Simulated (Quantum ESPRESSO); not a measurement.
# HgTe (Coloradoite) (F-43m) in Quantum ESPRESSO: further runs, part 2 of 2

Quantum ESPRESSO 7.5. Earlier steps stand in the parts before.

## Step 3: Phonons, PBE

pw.in reads:

```
&CONTROL
  calculation = 'scf'
  prefix = 'pwscf'
  outdir = './tmp'
  pseudo_dir = './pseudo'
  tprnfor = .true.
  tstress = .true.
  disk_io = 'low'
/
&SYSTEM
  ibrav = 0
  nat = 2
  ntyp = 2
  ecutwfc = 45
  ecutrho = 360
  nbnd = 15
  occupations = 'smearing'
  smearing = 'mv'
  degauss = 0.01469973
/
&ELECTRONS
  conv_thr = 4d-10
  electron_maxstep = 120
  mixing_beta = 0.5
/
ATOMIC_SPECIES
Hg   200.5920 hg_pbe_v1.uspp.F.UPF
Te   127.6000 te_pbe_v1.uspp.F.UPF
CELL_PARAMETERS bohr
   0.0000000000    6.0745246276    6.0745246276
   6.0745246276    0.0000000000    6.0745246276
   6.0745246276    6.0745246276    0.0000000000
ATOMIC_POSITIONS bohr
Hg     0.0000000000    0.0000000000    0.0000000000
Te     9.1117869414    9.1117869414    9.1117869414
K_POINTS automatic
5 5 5 0 0 0
```

relax.in reads:

```
&CONTROL
  calculation = 'vc-relax'
  prefix = 'pwscf'
  outdir = './tmp'
  pseudo_dir = './pseudo'
  tprnfor = .true.
  tstress = .true.
  disk_io = 'low'
  nstep = 40
  forc_conv_thr = 0.0001
  etot_conv_thr = 1d-06
/
&SYSTEM
  ibrav = 0
  nat = 2
  ntyp = 2
  ecutwfc = 45
  ecutrho = 360
  nbnd = 15
  occupations = 'smearing'
  smearing = 'mv'
  degauss = 0.01469973
/
&ELECTRONS
  conv_thr = 4d-10
  electron_maxstep = 120
  mixing_beta = 0.5
/
&IONS
  ion_dynamics = 'bfgs'
/
&CELL
  cell_dynamics = 'bfgs'
  press = 0
  press_conv_thr = 0.2
/
ATOMIC_SPECIES
Hg   200.5920 hg_pbe_v1.uspp.F.UPF
Te   127.6000 te_pbe_v1.uspp.F.UPF
CELL_PARAMETERS bohr
   0.0000000000    6.0745246276    6.0745246276
   6.0745246276    0.0000000000    6.0745246276
   6.0745246276    6.0745246276    0.0000000000
ATOMIC_POSITIONS bohr
Hg     0.0000000000    0.0000000000    0.0000000000
Te     9.1117869414    9.1117869414    9.1117869414
K_POINTS automatic
5 5 5 0 0 0
```

scf2.in reads:

```
&CONTROL
  calculation = 'scf'
  prefix = 'pwscf'
  outdir = './tmp'
  pseudo_dir = './pseudo'
  tprnfor = .true.
  tstress = .true.
  disk_io = 'low'
/
&SYSTEM
  ibrav = 0
  nat = 2
  ntyp = 2
  ecutwfc = 45
  ecutrho = 360
  nbnd = 15
  occupations = 'smearing'
  smearing = 'mv'
  degauss = 0.01469973
/
&ELECTRONS
  conv_thr = 1d-13
  electron_maxstep = 120
  mixing_beta = 0.5
  startingpot = 'file'
  startingwfc = 'file'
/
ATOMIC_SPECIES
Hg   200.5920 hg_pbe_v1.uspp.F.UPF
Te   127.6000 te_pbe_v1.uspp.F.UPF
CELL_PARAMETERS bohr
   0.0000000000    6.3035818937    6.3035818937
   6.3035818937    0.0000000000    6.3035818937
   6.3035818937    6.3035818937    0.0000000000
ATOMIC_POSITIONS bohr
Hg     0.0000000000    0.0000000000    0.0000000000
Te     9.4553728405    9.4553728405    9.4553728405
K_POINTS automatic
5 5 5 0 0 0
```

ph.in reads:

```
phonons of HgTe
&INPUTPH
  prefix = 'pwscf'
  outdir = './tmp'
  tr2_ph = 1d-18
  fildyn = 'dyn'
  niter_ph = 90
  alpha_mix(1) = 0.4
/
0.0000000000 0.0000000000 0.0000000000
```

dynmat.in reads:

```
&INPUT
  fildyn = 'dyn'
  asr = 'crystal'
  filout = 'dynmat.disp'
  fileig = 'dynmat.eig'
/
```

Potentials or basis: GBRV 1.5 PBE.

Command:

```sh
$ OMP_NUM_THREADS=1 pw.x -in pw.in > pw.out
$ OMP_NUM_THREADS=1 pw.x -in relax.in > relax.out
$ OMP_NUM_THREADS=1 pw.x -in scf2.in > scf2.out
$ OMP_NUM_THREADS=1 ph.x -in ph.in > ph.out
$ OMP_NUM_THREADS=1 dynmat.x -in dynmat.in > dynmat.out
```

pw.out:

```text
This program is part of the open-source Quantum ESPRESSO suite
     for quantum simulation of materials; please cite
[... 9 lines left out ...]
     --------------------
     sticks:   dense  smooth     PW     G-vecs:    dense   smooth      PW
     Sum        1813     925    271                51493    18197    2975

     Using Slab Decomposition

     bravais-lattice index     =            0
     lattice parameter (alat)  =       8.5907  a.u.
     unit-cell volume          =     448.2981 (a.u.)^3
     number of atoms/cell      =            2
     number of atomic types    =            2
     number of electrons       =        18.00
     number of Kohn-Sham states=           15
     kinetic-energy cutoff     =      45.0000  Ry
     charge density cutoff     =     360.0000  Ry
     scf convergence threshold =      4.0E-10
     mixing beta               =       0.5000
     number of iterations used =            8  plain     mixing
[... 183 lines left out ...]

          k = 0.0000-0.2828 0.2828 (  2291 PWs)   bands (ev):
[... 11 lines left out ...]
    -4.9370  -0.8712  -0.7506  -0.6696  -0.4685   0.0590   0.7851   3.5040
     4.3031   8.5434   9.9290  13.5877  14.0182  14.6657  16.4601

          k =-0.1414-0.4243 0.7071 (  2286 PWs)   bands (ev):

    -4.9843  -0.8504  -0.8274  -0.6213  -0.5010  -0.1106   1.0667   3.5845
     4.2823   9.2133  10.6048  11.5176  13.8196  14.7959  16.6106

     the Fermi energy is     6.4368 ev

!    total energy              =    -134.28983612 Ry
     estimated scf accuracy    <          4.1E-12 Ry
     smearing contrib. (-TS)   =       0.00010936 Ry
     internal energy E=F+TS    =    -134.28994548 Ry

     The total energy is F=E-TS. E is the sum of the following terms:
     one-electron contribution =     -32.19515554 Ry
     hartree contribution      =      28.89356620 Ry
     xc contribution           =     -53.55398798 Ry
     ewald contribution        =     -77.43436818 Ry

     convergence has been achieved in  10 iterations

     Forces acting on atoms (cartesian axes, Ry/au):

     atom    1 type  1   force =    -0.00000000    0.00000000   -0.00000000
     atom    2 type  2   force =    -0.00000000   -0.00000000    0.00000000

     Total force =     0.000000     Total SCF correction =     0.000000

     Computing stress (Cartesian axis) and pressure

          total   stress  (Ry/bohr**3)                   (kbar)     P=       51.16
   0.00034777  -0.00000000  -0.00000000           51.16       -0.00       -0.00
  -0.00000000   0.00034777   0.00000000           -0.00       51.16        0.00
  -0.00000000   0.00000000   0.00034777           -0.00        0.00       51.16

=------------------------------------------------------------------------------=
   JOB DONE.
=------------------------------------------------------------------------------=
```

relax.out:

```text
This program is part of the open-source Quantum ESPRESSO suite
     for quantum simulation of materials; please cite
[... 9 lines left out ...]
     --------------------
     sticks:   dense  smooth     PW     G-vecs:    dense   smooth      PW
     Sum        1813     925    271                51493    18197    2975
[... 1485 lines left out ...]
  -0.00000018   0.00000000   0.00000000           -0.03        0.00        0.00
   0.00000000  -0.00000018  -0.00000000            0.00       -0.03       -0.00
   0.00000000  -0.00000000  -0.00000018            0.00       -0.00       -0.03

=------------------------------------------------------------------------------=
   JOB DONE.
=------------------------------------------------------------------------------=
```

It took 4.9 min on 1 thread of Intel Xeon Platinum 8488C (Sapphire Rapids), shared host; peak memory 0.25 GiB.

Results:

```yaml
Free_energy: -1827.2171 eV
Relaxed_volume: 37.12 Å³/atom
Relaxed_cell: a = 4.717 Å, b = 4.717 Å, c = 4.717 Å, α = 60.00°, β = 60.00°, γ = 60.00°
Space_group_after_relaxing_to_0.05_Å: F-43m (No. 216)
Pressure_after_relaxing: 0.0 GPa
Band_gap_on_the_k_mesh: none (metal or under the smearing width)
Highest_phonon_frequency_at_Γ: 96 cm⁻¹
```

Step by step:
```tsv
step	energy change (eV)	largest force (eV/Å)	pressure (GPa)	volume (Å³)
1	0.0000	0.0000	5.12	66.43
2	-0.0477	0.0000	3.66	68.18
3	-0.0836	0.0000	2.26	70.14
4	-0.1090	0.0000	0.53	73.14
5	-0.1107	0.0000	0.06	74.11
6	-0.1107	0.0000	0.00	74.23
7	-0.1107	0.0000	0.00	74.23
```

Final structure:
```
Hg Te
1.0
     0.00000    3.33571    3.33571
     3.33571    0.00000    3.33571
     3.33571    3.33571    0.00000
Hg Te
1 1
Direct
  0.00000 0.00000 0.00000
  0.75000 0.75000 0.75000
```

Phonon frequencies in cm⁻¹ (negative: imaginary):
| q point | frequencies |
| --- | --- |
| (0.000, 0.000, 0.000) | 0 0 0 96 96 96 |

Optical modes at Γ, degenerate ones joined:
```csv
cm⁻¹,components,symmetry,active in
96,3,T2,IR and Raman
```

Caveat: the k mesh is coarse; the mesh is thin for the phonons of a metal. The run has no spin-orbit coupling, so splittings on Hg, Te are missing.
